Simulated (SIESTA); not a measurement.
The system is Re.

```xyz
2
Lattice="2.7608 0.0000 0.0000 -1.3804 2.3909 0.0000 0.0000 0.0000 4.4582" Properties=species:S:1:pos:R:3 pbc="T T T"
Re    1.3804    0.7970    3.3436
Re    0.0000    1.5939    1.1145
```

Base run:

* Program: SIESTA 5.4.2
* Functional: PBE
* Potentials or basis: SG15 1.2 (PBE files) or PseudoDojo by element
* Basis: DZP (energy shift 0.002 Ry)
* Grid cutoff: 800 Ry
* Energy shift: 0.002 Ry
* k mesh: 11 × 11 × 6
* Occupations: fermi-dirac, width 0.05 eV
* Spin: no spin polarisation

Its results: band gap on the k mesh none (metal or under the smearing width); pressure 7.2 GPa.

The run is repeated on the same cell with these changes: potentials or basis from SG15 1.2 (PBE files) or PseudoDojo by element to PseudoDojo 0.4 standard (PBE files); basis from DZP (energy shift 0.002 Ry) to TZP (energy shift 0.002 Ry). What comes out?

Band gap on the k mesh none (metal or under the smearing width); pressure 8.6 GPa.

Caveats: semicore shells carry a single zeta, which can move pressures by several GPa and volumes by a few percent; the basis of atomic orbitals isn't converged, which shifts pressures, moduli and gaps.

Not every run made on this cell is shown here.
